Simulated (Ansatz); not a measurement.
# BN, space group Cm: a band structure

Program: Ansatz's Python interface.

At the Python prompt:
```pycon
>>> from collections import Counter
>>> import json
>>> import ansatz
>>> import matplotlib.pyplot as plt
>>> import numpy as np
>>> vectors = np.array([
...     [6.554491, -1.255991, 0.0],
...     [6.554491, 1.255991, 0.0],
...     [-0.039836, 0.0, 4.398323],
... ])
>>> system = (
...     ansatz.Lattice.of(vectors)
...     .atom("B", (8.3e-05, 8.3e-05, 0.998824))
...     .atom("B", (0.200011, 0.200011, 0.427702))
...     .atom("B", (0.865753, 0.865753, 0.380575))
...     .atom("B", (0.531531, 0.531531, 0.498282))
...     .atom("N", (0.980768, 0.980768, 0.343106))
...     .atom("N", (0.506155, 0.506155, 0.843164))
...     .atom("N", (0.646895, 0.646895, 0.443798))
...     .atom("N", (0.312302, 0.312302, 0.393049))
... )
>>> system.resolved().tree()["lattice"]
((6.554491, -1.255991, 0.0), (6.554491, 1.255991, 0.0), (-0.039836, 0.0, 4.398323))
>>> # vertices of the path, as fractions of the reciprocal vectors
>>> path = [
...     ("C_2", (-0.74082, -0.25918, 0.0)),
...     ("Y_2", (-0.5, -0.5, 0.0)),
...     ("G", (0.0, 0.0, 0.0)),
...     ("M_2", (-0.5, -0.5, 0.5)),
...     ("D", (-0.74107, -0.25893, 0.5)),
... ]
>>> calc = (
...     system.calculation()
...     .functional("pbesol")
...     .pseudopotentials("paw")
...     .kpoints(8, 8, 4)
...     .occupations(ansatz.OccupationsMethod.FIXED)
...     .band_structure([point for _, point in path], intervals=10)
...     .scf(extra_bands=8)
...     .density_of_states(energy_step=0.1, method="smearing", broadening_width=0.1)
... )
>>> outcome = calc.run(events_out="events.ndjson")
DeckWarning: basis.ecutwfc = 420 eV, auto-derived from the records' recommended cutoffs: set by B (normal level)
>>> summary = outcome.report
>>> summary["n_electrons"]
32.0
>>> summary["n_iterations"], summary["closed_by"]
(7, 'deck_thresholds')
>>> with open("events.ndjson") as stream:
...     kinds = Counter(json.loads(line)["event"] for line in stream)
...
>>> print("events:", {kind: kinds[kind] for kind in ("scf_iter", "scf_done", "notice", "finished")})
events: {'scf_iter': 7, 'scf_done': 1, 'notice': 2, 'finished': 1}
>>> energy = summary["free_energy_ev"]
>>> print("F of the BN cell: {:.6f} eV = {:.6f} Ry = {:.6f} Ha".format(energy, energy / 13.605693, energy / 27.211386))
F of the BN cell: -2134.262924 eV = -156.865433 Ry = -78.432717 Ha
>>> print("Fermi level {:.4f} eV, {} k-points, {} symmetry operations".format(summary["fermi_energy_ev"], summary["n_kpoints"], summary["n_symmetry_ops"]))
Fermi level 5.5564 eV, 78 k-points, 2 symmetry operations
>>> dos = outcome.density_of_states()
>>> energy = np.asarray(dos.energies_ev) - dos.fermi_ev
>>> states, count = np.asarray(dos.spin_summed_g_bin_mean_per_ev), np.asarray(dos.spin_summed_integrated)
>>> g_fermi = float(np.interp(0.0, energy, states))
>>> print(f"g(E_F) = {g_fermi:.3f} states/eV per cell")
g(E_F) = 0.585 states/eV per cell
>>> for low, high in ((-10, -6), (-6, -3), (-3, 0), (0, 3)):
...     print(f"states between {low} and {high} eV: {np.interp(high, energy, count) - np.interp(low, energy, count):.3f}")
...
states between -10 and -6 eV: 8.713
states between -6 and -3 eV: 9.592
states between -3 and 0 eV: 5.615
states between 0 and 3 eV: 0.625
>>> bands = outcome.band_structure()
>>> fermi = bands.fermi_energy_ev
>>> print(f"zero of the bands: {fermi:.3f} eV, the Fermi level found on the SCF mesh")
zero of the bands: 5.556 eV, the Fermi level found on the SCF mesh
>>> reciprocal = 2 * np.pi * np.linalg.inv(outcome.lattice.cell_ang).T
>>> steps = np.linalg.norm(np.diff(bands.kpoints_frac @ reciprocal, axis=0), axis=1)
>>> distance = np.concatenate([[0], np.cumsum(steps)])
>>> fig, ax = plt.subplots(figsize=(5, 4))
>>> for channel, colour in zip(bands.channels, ("C0", "C3")):
...     ax.plot(distance, channel.eigenvalues_ev - fermi, colour, lw=1)
...
[<matplotlib.lines.Line2D object at 0x...>, <matplotlib.lines.Line2D object at 0x...>, <matplotlib.lines.Line2D object at 0x...>, <matplotlib.lines.Line2D object at 0x...>, <matplotlib.lines.Line2D object at 0x...>, <matplotlib.lines.Line2D object at 0x...>, <matplotlib.lines.Line2D object at 0x...>, <matplotlib.lines.Line2D object at 0x...>, <matplotlib.lines.Line2D object at 0x...>, <matplotlib.lines.Line2D object at 0x...>, <matplotlib.lines.Line2D object at 0x...>, <matplotlib.lines.Line2D object at 0x...>, <matplotlib.lines.Line2D object at 0x...>, <matplotlib.lines.Line2D object at 0x...>, <matplotlib.lines.Line2D object at 0x...>, <matplotlib.lines.Line2D object at 0x...>, <matplotlib.lines.Line2D object at 0x...>, <matplotlib.lines.Line2D object at 0x...>, <matplotlib.lines.Line2D object at 0x...>, <matplotlib.lines.Line2D object at 0x...>, <matplotlib.lines.Line2D object at 0x...>, <matplotlib.lines.Line2D object at 0x...>, <matplotlib.lines.Line2D object at 0x...>, <matplotlib.lines.Line2D object at 0x...>]
>>> ax.set_xticks(distance[::10], [label for label, _ in path])
[<matplotlib.axis.XTick object at 0x...>, <matplotlib.axis.XTick object at 0x...>, <matplotlib.axis.XTick object at 0x...>, <matplotlib.axis.XTick object at 0x...>, <matplotlib.axis.XTick object at 0x...>]
>>> ax.set(ylim=(-6, 6), ylabel="E - E_F (eV)", xlim=(0, distance[-1]))
[(-6.0, 6.0), Text(0, 0.5, 'E - E_F (eV)'), (0.0, 3.7465944580460953)]
>>> ax.grid(axis="x")
>>> fig.savefig("bands.png", dpi=100)
>>> first = bands.channels[0].eigenvalues_ev - fermi
>>> near = np.argsort(np.abs(first.mean(axis=0)))[:4]
>>> for band in sorted(near):
...     print(f"band {band + 1}: {first[:, band].min():.3f} to {first[:, band].max():.3f} eV")
...
band 13: -4.589 to -2.607 eV
band 14: -3.515 to -1.736 eV
band 15: -2.533 to -0.932 eV
band 16: -2.406 to -0.044 eV
```

Reading the output:
- Absolute energies stand on the zero of these potentials, so only differences at equal settings mean something. A total without «per atom» is that of the cell as typed.
- Semilocal gaps usually lie well under measured ones.
- With fixed filling the reported Fermi level is the top filled level among the k-points of the SCF.
- The zero of the levels is a convention of the potentials, so an absolute Fermi energy is no work function.
- The crystal has a gap of about 1.50 eV on the mesh; any density of states at or just above the Fermi level is the tail of the broadening.
- The structure comes from a database of computed cells and needn't be a stable or known phase.
- Gaps and levels are Kohn-Sham values on a finite set of k-points.
- Warnings are shown shortened and without file and line.
- The density of states is complete only as far up as bands were computed.
- The whole script took 16 s on 1 thread of Arm Neoverse V2, on a shared host, peak memory 0.44 GiB.
